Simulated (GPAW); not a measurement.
# BeTe (F-43m) in GPAW: further runs

The runs below take BeTe through G0W0 quasiparticle levels, single point, band structure, with PBE, TB-mBJ, PBEsol, r2SCAN.

Everything below comes from runs of GPAW 26.7.0. Logs are shortened: lines on timing, memory, paths and dates and some standing lists are left out, and cuts for length are marked. The log counts tension as positive stress, the text compression.

### Step 1. The crystal as given

Symmetry: F-43m, No. 216, cubic system. Conventional cell: a = 5.540 Å, b = 5.540 Å, c = 5.540 Å, α = 90.00°, β = 90.00°, γ = 90.00°. Te (site symmetry -43m) is surrounded by 4 Be at 2.40 Å. Be (site symmetry -43m) has 4 Te at 2.40 Å as nearest neighbours.

### Step 2. G0W0 quasiparticle levels, PBE

The input, run.py:

```python
import json
import numpy as np
from ase import Atoms
from ase.dft.bandgap import bandgap
from ase.io import write
from gpaw import GPAW, PW
from gpaw.response.g0w0 import G0W0

atoms = Atoms(['Te', 'Be'],
              cell=[[0.0, 2.77, 2.77],
                    [2.77, 0.0, 2.77],
                    [2.77, 2.77, 0.0]],
              scaled_positions=[[0.75, 0.75, 0.75],
                                [0.0, 0.0, 0.0]],
              pbc=True)

calc = GPAW(mode=PW(600),
            xc='PBE',
            kpts={'size': (6, 6, 6), 'gamma': True},
            occupations={'name': 'fermi-dirac', 'width': 0.001},
            nbands=11,
            convergence={'density': 1e-06},
            maxiter=150,
            txt='gpaw.txt')
atoms.calc = calc
energy = atoms.get_potential_energy()
calc.write('gs.gpw')
write('result.traj', atoms)
print(f'Energy: {energy:.6f} eV')
print('Fermi level:', round(calc.get_fermi_level(), 4), 'eV')
print(f'Gap: {bandgap(calc)[0]:.4f} eV, direct: {bandgap(calc, direct=True)[0]:.4f} eV')

calc.diagonalize_full_hamiltonian(nbands=277)
calc.write('full.gpw', mode='all')

ibz = calc.get_ibz_k_points()
gap, vbm, cbm = bandgap(calc, output=None)
gap, direct, _ = bandgap(calc, direct=True, output=None)
gamma = int(np.abs(ibz).sum(1).argmin())
kpts = sorted({gamma, vbm[1], cbm[1], direct[1]})
gw = G0W0(calc='full.gpw',
          filename='gw',
          ecut=200,
          ecut_extrapolation=True,
          relbands=(-2, 2),
          kpts=kpts,
          integrate_gamma='WS',
          ppa=True)
gw.calculate()
results = {mode: {key: np.asarray(r[key]).tolist() for key in ['f', 'eps', 'vxc', 'exx', 'sigma', 'Z', 'qp', 'sigma_eskn']}
           for mode, r in gw.all_results.items()}
json.dump({'kpts': ibz[kpts].tolist(), 'results': results}, open('gw.json', 'w'))
for mode, r in results.items():
    f, qp = np.array(r['f']), np.array(r['qp'])
    print(mode, 'quasiparticle energies (eV):')
    print(qp.round(3))
    print(mode, 'gap:', round(qp[f < 0.5].min() - qp[f > 0.5].max(), 4), 'eV')
```

Potentials or basis: GPAW PAW data sets (gpaw-data 1.2.1), pw.

On the command line:

```
> OMP_NUM_THREADS=1 python run.py
```

gpaw.txt:

```text
__  _  _
 | _ |_)|_||  |
 |__||  | ||/\| - 26.7.0

Input parameters:
  mode=PW(ecut=600.0),
  convergence={'density': 1e-06},
  kpts=MonkhorstPack(size=(6, 6, 6), gamma=True),
  maxiter=150,
  nbands=11,
  occupations=Occupations(name='fermi-dirac', width=0.001),
  xc=XC(name='PBE')

Diagonalizing LCAO Hamiltonian
Converting LCAO to pw mode

                    Te

       Be

Atoms  # Å, Bohr magnetons
|   | symbol |        x |        y |        z |    initial magnetic moments |
|---|--------|----------|----------|----------|-----------------------------|
| 0 |     Te | 4.155000 | 4.155000 | 4.155000 | ( 0.0000,  0.0000,  0.0000) |
| 1 |     Be | 0.000000 | 0.000000 | 0.000000 | ( 0.0000,  0.0000,  0.0000) |

Unit cell  # Å
| periodic |        x |        y |        z |  lengths |    angles |
|----------|----------|----------|----------|----------|-----------|
|      yes | 0.000000 | 2.770000 | 2.770000 | 3.917372 | 60.000000 |
|      yes | 2.770000 | 0.000000 | 2.770000 | 3.917372 | 60.000000 |
|      yes | 2.770000 | 2.770000 | 0.000000 | 3.917372 | 60.000000 |

Number of symmetries: 24
Symmetry operations  # r_c * U_cc + t_c -> r_c
|    | kind |            matrix            |
|----|------|------------------------------|
|  0 |  E   |  1, 0, 0,  0, 1, 0,  0, 0, 1 |
|  1 |  σ   |  1, 0, 0,  0, 0, 1,  0, 1, 0 |
|  2 |  σ   |  1, 0,-1,  0, 1,-1,  0, 0,-1 |
|  3 |  C3  |  1, 0,-1,  0, 0,-1,  0, 1,-1 |
|  4 |  C3  |  1,-1, 0,  0,-1, 1,  0,-1, 0 |
|  5 |  σ   |  1,-1, 0,  0,-1, 0,  0,-1, 1 |
|  6 |  σ   |  0, 1, 0,  1, 0, 0,  0, 0, 1 |
|  7 |  C3  |  0, 1, 0,  0, 0, 1,  1, 0, 0 |
|  8 |  C2  |  0, 1,-1,  1, 0,-1,  0, 0,-1 |
|  9 |  S4  |  0, 1,-1,  0, 0,-1,  1, 0,-1 |
| 10 |  C3  |  0, 0, 1,  1, 0, 0,  0, 1, 0 |
| 11 |  σ   |  0, 0, 1,  0, 1, 0,  1, 0, 0 |
| 12 |  S4  |  0, 0,-1,  1, 0,-1,  0, 1,-1 |
| 13 |  C3  |  0, 0,-1,  0, 1,-1,  1, 0,-1 |
| 14 |  S4  |  0,-1, 1,  1,-1, 0,  0,-1, 0 |
| 15 |  C2  |  0,-1, 1,  0,-1, 0,  1,-1, 0 |
| 16 |  C3  |  0,-1, 0,  1,-1, 0,  0,-1, 1 |
| 17 |  S4  |  0,-1, 0,  0,-1, 1,  1,-1, 0 |
| 18 |  S4  | -1, 1, 0, -1, 0, 1, -1, 0, 0 |
| 19 |  C3  | -1, 1, 0, -1, 0, 0, -1, 0, 1 |
| 20 |  C3  | -1, 0, 1, -1, 1, 0, -1, 0, 0 |
| 21 |  S4  | -1, 0, 1, -1, 0, 0, -1, 1, 0 |
| 22 |  σ   | -1, 0, 0, -1, 1, 0, -1, 0, 1 |
| 23 |  C2  | -1, 0, 0, -1, 0, 1, -1, 1, 0 |

BZ-sampling:
  Number of BZ points: 216
  Number of IBZ points: 16

  Monkhorst-Pack size: [6, 6, 6]
  Monkhorst-Pack shift: [0.08333333333333333, 0.08333333333333333, 0.08333333333333333]

K-points  # in reciprocal-cell coordinates
|     |                                coordinates |     weight |
|-----|--------------------------------------------|------------|
|   0 | (  0.00000000,   0.00000000,   0.00000000) | 0.00462963 |
|   1 | (  0.16666667,   0.16666667,   0.00000000) | 0.02777778 |
|   2 | (  0.16666667,   0.16666667,   0.16666667) | 0.03703704 |
|   3 | (  0.33333333,   0.16666667,   0.16666667) | 0.05555556 |
|   4 | (  0.33333333,   0.33333333,  -0.33333333) | 0.05555556 |
|   5 | (  0.33333333,   0.33333333,   0.00000000) | 0.02777778 |
|   6 | (  0.33333333,   0.33333333,   0.16666667) | 0.11111111 |
|   7 | (  0.33333333,   0.33333333,   0.33333333) | 0.03703704 |
|   8 | (  0.50000000,   0.33333333,  -0.33333333) | 0.11111111 |
|   9 | (  0.50000000,   0.33333333,  -0.16666667) | 0.05555556 |
| ... |                                            |            |
|  15 | (  0.50000000,   0.50000000,   0.50000000) | 0.01851852 |

Plane wave coefficients: 1435
Cutoff: 600.0 eV

Spin-components: 1 (collinear spins)
Bands:           11
Projectors:      8
Spin-degeneracy: 2
Datatype:        complex128

Parallelization:
  kpt:    1
  domain: 1
  band:   1

Density:
  Valence electrons: 8.0
  Components: 1
  Grid points: [24 24 24]
  Charge: 0.0  # |e|

Potential:
  Grid points: [24 24 24]

species:
  Te:
    name:    Tellurium
    Z:       52.0
    valence: 6
    core:    46
    charge:  0.0  # [|e|]
    compensation charges:
      type: gauss
      rc: 0.36  # [Å]
      lmax: 2
    cutoffs:
      filter: 2.09  # [Å]
      core: 3.17  # [Å]
    projectors
    | kind |    occ | energy [eV] | rcut [Å] |
    |------|--------|-------------|----------|
    |   5s |  2.000 |     -15.089 |    1.180 |
    |   5p |  4.000 |      -5.955 |    1.196 |
    |    s |        |      12.123 |    1.180 |
    |    p |        |      21.256 |    1.196 |
    |    d |        |       0.000 |    1.238 |

    Using partial waves for Te as LCAO basis

  Be:
    name:    Beryllium
    Z:       4.0
    valence: 2
    core:    2
    charge:  0.0  # [|e|]
    compensation charges:
      type: gauss
      rc: 0.25  # [Å]
      lmax: 2
    cutoffs:
      filter: 1.42  # [Å]
      core: 1.77  # [Å]
    projectors
    | kind |    occ | energy [eV] | rcut [Å] |
    |------|--------|-------------|----------|
    |   2s |  2.000 |      -5.610 |    0.794 |
    |   2p |  0.000 |      -2.018 |    0.794 |
    |    s |        |      21.602 |    0.794 |

    Using partial waves for Be as LCAO basis

Reference energy: -185188.868407  # eV

eigensolver:
  PPCG
  Converge bands: occupied
  niter=2

density mixing:
  MSR1-Mixer
  Pratt-step length: 0.05
  Maximum mixing coefficient: 0.75
  Old densities: 10
  SVD Regularization: 0.005
  Good broyden scale: 1.0
  Trust region scale: 1.0
  Backstep threshold: 4.0
  History deletion threshold: 6.0
  Fourier metric: weight=20.0, sigma=0.015

occupation numbers:
  Fermi-Dirac:
    width: 0.0010  # eV

poisson solver:
  ecut: 4800.0  # eV

xc functional:
  name: PBE with 2 nearest neighbor stencil

convergence criteria:
- Maximum integral of absolute [dens]ity change: 1e-06 electrons / valence electron
- Maximum [total energy] change in last 3 cyles: 0.0005 eV / valence electron
- Maximum integral of absolute [eigenst]ate change: 4e-08 eV^2 / valence electron
maximum number of iterations: 150

SCF iterations
|iter     | |      energy | eigst |  dens |
|---------|-|-------------|-------|-------|
|iter:   1| |   -7.745736 | -0.15 |       |
|iter:   2| |   -7.725061 | -2.23 | -0.91 |
|iter:   3| |   -7.599200 | -2.24 | -0.94 |
|iter:   4| |   -7.599763 | -3.18 | -1.54 |
|iter:   5| |   -7.600378c| -4.39 | -2.07 |
|iter:   6| |   -7.600419c| -5.55 | -2.67 |
|iter:   7| |   -7.600420c| -7.03 | -3.70 |
|iter:   8| |   -7.600420c| -7.89c| -4.10 |
|iter:   9| |   -7.600420c| -8.60c| -5.18 |
|iter:  10| |   -7.600420c| -9.22c| -5.63 |
|iter:  11| |   -7.600420c|-10.14c| -6.74c|

Converged in 11 steps
Energy contributions relative to reference atoms: (reference = -185188.868407)

Energy contributions:
  Kinetic:          18.540724
  Coulomb:         -16.563715
  Zero:              0.135338
  External:          0.000000
  Xc:               -9.712767
  Entropy:          -0.000000
  Spinorbit:         0.000000
  ----------------------------
  Free energy:      -7.600420
  Extrapolated:     -7.600420

dipole moment: (-0.427863, -0.427863, -0.427863)  # |e|*Ang

Fermi level: 6.831
Eigenvalues  # (at kpt = [0.000, 0.000, 0.000])
| band index |      eig [eV] | occ [0-2] |
|------------|---------------|-----------|
|          0 |        -7.055 |     2.000 |
|          1 |         5.564 |     2.000 |
|          2 |         5.564 |     2.000 |
|          3 |         5.564 |     2.000 |
|          4 |         9.147 |     0.000 |
|          5 |         9.147 |     0.000 |
|          6 |         9.147 |     0.000 |
|          7 |         9.762 |     0.000 |
|          8 |        13.974 |     0.000 |
|          9 |        16.132 |     0.000 |
|         10 |        16.232 |     0.000 |

Gap: 1.857 eV
Transition (v -> c):
  (s=0, k=0, n=3, [0.00, 0.00, 0.00]) -> (s=0, k=12, n=4, [0.50, 0.50, 0.00])
Direct/indirect transitions are different
Direct gap: 3.584 eV
Transition at: (s=0, k=0, n=3, [0.00, 0.00, 0.00])
# Writing to gs.gpw (mode='')

Matrix size: 1435x1435
# Writing to full.gpw (mode='all')
```

It took 45 min on 1 thread of Arm Neoverse V1, shared host; peak memory 0.54 GiB.

Results:

| Item | Value |
| --- | --- |
| Free energy | -7.6004 eV |
| Band gap on the k mesh, mean-field level | 1.86 eV, indirect (least direct gap 3.58 eV) |
| Quasiparticle gap | 2.64 eV |
| Least direct quasiparticle gap | 4.58 eV |

Caveat: the quasiparticle gap is taken among the few k points that were corrected; the long-wavelength limit can be off by a per cent or two; spin-orbit coupling is left out, which moves the levels of the heavy elements. A k mesh can miss the band edges.

[end of part 1 of 2]
